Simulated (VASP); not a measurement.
# MoS2 in VASP: settings compared, part 4 of 4

VASP 6.6.1.

## (5) Band structure, PBE+D3(BJ)

Contents of INCAR:

```
PREC     = Accurate       # precision mode
ENCUT    = 520            # plane-wave cutoff, eV
EDIFF    = 1E-7           # SCF threshold, eV
ISMEAR   = 0              # smearing method
SIGMA    = 0.03           # smearing width, eV
LREAL    = F              # projectors in reciprocal space
LASPH    = T              # aspherical terms in the spheres
NELM     = 80             # most SCF steps
ALGO     = Normal         # electronic algorithm
ISIF     = 2              # what is computed and relaxed
LWAVE    = F              # write WAVECAR
LCHARG   = F              # write CHGCAR
LMAXMIX  = 4              # l up to which the mixer works
LDIPOL   = T            
IDIPOL   = 3            
DIPOL    = 0.5 0.5 0.500
GGA      = PE             # functional
IVDW     = 12             # dispersion correction
NBANDS   = 35             # bands
LVHAR    = T            
LVACPOTAV= T            
KPAR     = 4
```

Contents of KPOINTS:

```
regular mesh
0
Gamma
  6 6 1
```

Contents of POSCAR:

```
MoS2                                    
1.0
    3.1511592275      0.0000000000      0.0000000000
   -1.5755796138      2.7289839378      0.0000000000
    0.0000000000      0.0000000000     27.2922960000
  S               Mo            
     4     2
Direct
     0.3333333300000021    0.6666666699999979    0.3316016050241459
     0.3333333300000021    0.6666666699999979    0.4463726783344559
     0.6666666699999979    0.3333333300000021    0.5536273216655441
     0.6666666699999979    0.3333333300000021    0.6683983949758541
     0.6666666699999979    0.3333333300000021    0.3890116340685439
     0.3333333300000021    0.6666666699999979    0.6109883659314560
```

Contents of KPOINTS_OPT:

```
explicit points
3
Reciprocal
 0.0000000000  0.0000000000  0.0000000000 1
 0.5000000000  0.0000000000  0.0000000000 1
 0.3333333300  0.3333333300  0.0000000000 1
```

Potentials or basis: VASP PAW PBE potentials, release 64 (S, Mo_sv).

On the command line:

```
> cat potpaw_PBE.64/S/POTCAR potpaw_PBE.64/Mo_sv/POTCAR > POTCAR
> mpirun -np 4 vasp_std > vasp.out
```

OUTCAR:

```text
PREC = Accurate
   ENCUT = 520
   EDIFF = 1E-7
   ISMEAR = 0
   LREAL = F
   LASPH = T
   NELM = 80
   ISIF = 2
   GGA = PE
   IVDW = 12
 IVDW          = 12

 ion  position               nearest neighbor table
   1  0.333  0.667  0.332-   5 2.40   5 2.40   5 2.40
   2  0.333  0.667  0.446-   5 2.40   5 2.40   5 2.40
   3  0.667  0.333  0.554-   6 2.40   6 2.40   6 2.40
   4  0.667  0.333  0.668-   6 2.40   6 2.40   6 2.40
   5  0.667  0.333  0.389-   2 2.40   2 2.40   2 2.40   1 2.40   1 2.40   1 2.40
   6  0.333  0.667  0.611-   3 2.40   3 2.40   3 2.40   4 2.40   4 2.40   4 2.40
[... 463 lines left out ...]
  -------------------------------------------------------------------------------------
  Total      -0.01475    -0.01475    -0.02011     0.00000     0.00000     0.00000
  in kB      -0.10066    -0.10066    -0.13729     0.00000     0.00000     0.00000
  external pressure =       -0.11 kB  Pullay stress =        0.00 kB

 VOLUME and BASIS-vectors are now :
 -----------------------------------------------------------------------------
  energy-cutoff  :      520.00
  volume of cell :      234.70
      direct lattice vectors                 reciprocal lattice vectors
     3.151159227  0.000000000  0.000000000     0.317343532  0.183218374  0.000000000
    -1.575579614  2.728983938  0.000000000     0.000000000  0.366436748  0.000000000
     0.000000000  0.000000000 27.292296000     0.000000000  0.000000000  0.036640376

 POSITION                                       TOTAL-FORCE (eV/Angst)
 -----------------------------------------------------------------------------------
     -0.00000      1.81932      9.05017        -0.000000      0.000000     -0.007371
     -0.00000      1.81932     12.18254         0.000000     -0.000000      0.005144
      1.57558      0.90966     15.10976        -0.000000      0.000000     -0.005144
      1.57558      0.90966     18.24213         0.000000      0.000000      0.007371
      1.57558      0.90966     10.61702         0.000000     -0.000000      0.002826
     -0.00000      1.81932     16.67528        -0.000000      0.000000     -0.002826
 -----------------------------------------------------------------------------------
    total drift:                               -0.000000      0.000000      0.000000

  FREE ENERGIE OF THE ION-ELECTRON SYSTEM (eV)
  ---------------------------------------------------
  free  energy   TOTEN  =       -45.8733030851 eV

  energy  without entropy=      -45.8733030851  energy(sigma->0) =      -45.87330309

 vacuum level on the upper side and lower side of the slab         5.806         5.806
```

stdout:

```text
POSCAR found type information on POSCAR S Mo
 POSCAR found :  2 types and       6 ions
 scaLAPACK will be used
 LDA part: xc-table for (Slater+PW92), standard interpolation
 POSCAR, INCAR and KPOINTS ok, starting setup
 FFT: planning ... GRIDC
 FFT: planning ... GRID_SOFT
 FFT: planning ... GRID
 WAVECAR not read
 entering main loop
 -----------------------------------------------------------------------------
|                                                                             |
|           W    W    AA    RRRRR   N    N  II  N    N   GGGG   !!!           |
|           W    W   A  A   R    R  NN   N  II  NN   N  G    G  !!!           |
|           W    W  A    A  R    R  N N  N  II  N N  N  G       !!!           |
|           W WW W  AAAAAA  RRRRR   N  N N  II  N  N N  G  GGG   !            |
|           WW  WW  A    A  R   R   N   NN  II  N   NN  G    G                |
|           W    W  A    A  R    R  N    N  II  N    N   GGGG   !!!           |
|                                                                             |
|     Did not find any points to average over, which means that no vacuum     |
|     field-free region was found. Please increase the size of  your cell     |
|     in the dimension of the dipole correction to obtain accurate            |
|     workfunction values.                                                    |
|                                                                             |
 -----------------------------------------------------------------------------

 Start KPOINTS_OPT (optional k-point list driver)
k-point batch [1-3\3]
```

Run time: 31 s. Hardware: 4 MPI ranks of Intel Xeon 6975P-C (Granite Rapids), shared host; peak memory 0.4 GiB.

Results:

| Property | Result |
| --- | --- |
| Free energy | -45.8733 eV |
| Largest force | 0.007 eV/Å |
| Band gap on the k mesh | 1.23 eV, indirect (least direct gap 1.75 eV) |
| Band gap along the path | 1.30 eV, indirect (least direct gap 1.75 eV) |
| Dispersion energy per atom | -0.376 eV |
| Ionisation potential of the upper face | 5.41 eV |

Forces in eV/Å, atoms in the order of the input:
```
S    0.000  0.000 -0.007
S    0.000  0.000  0.005
S    0.000  0.000 -0.005
S    0.000  0.000  0.007
Mo   0.000  0.000  0.003
Mo   0.000  0.000 -0.003
```

Levels at points of the mesh, in eV from the valence-band top:
```csv
k point,band 24,band 25,band 26,band 27,band 28,band 29
"(0.00, 0.00, 0.00)",-1.78,-0.76,0.00,2.33,2.33,2.36
"(0.50, 0.00, 0.00)",-1.34,-1.19,-1.12,1.86,1.89,2.30
```

Expect the measured gap to be larger: semilocal functionals such as PBE lack the derivative discontinuity.

## (6) Summary

```csv
level,spin,k mesh,gap on the mesh (eV),largest force (eV/Å)
PBE+D3(BJ),off,12 × 12 × 1,1.23,-
PBE+D3(BJ),"SOC, no magnetisation",12 × 12 × 1,-,0.01
r2SCAN,off,12 × 12 × 1,1.35,0.19
PBE+D3(BJ),off,6 × 6 × 1,1.23,0.01
```

Alike in all rows: task band structure; potentials or basis VASP PAW PBE potentials, release 64 (S, Mo_sv); cell as given; cutoff (eV) 520; smearing gaussian 0.03 eV.

On the cell as given the gap runs from 1.22 eV (PBE+D3(BJ)) to 1.34 eV (r2SCAN); the meshes differ, which moves gaps too.

Caveats: the PAW data sets were made with another functional, which shifts forces and pressure a little (some runs).

Absolute energies hang on the potentials; compare differences alone.
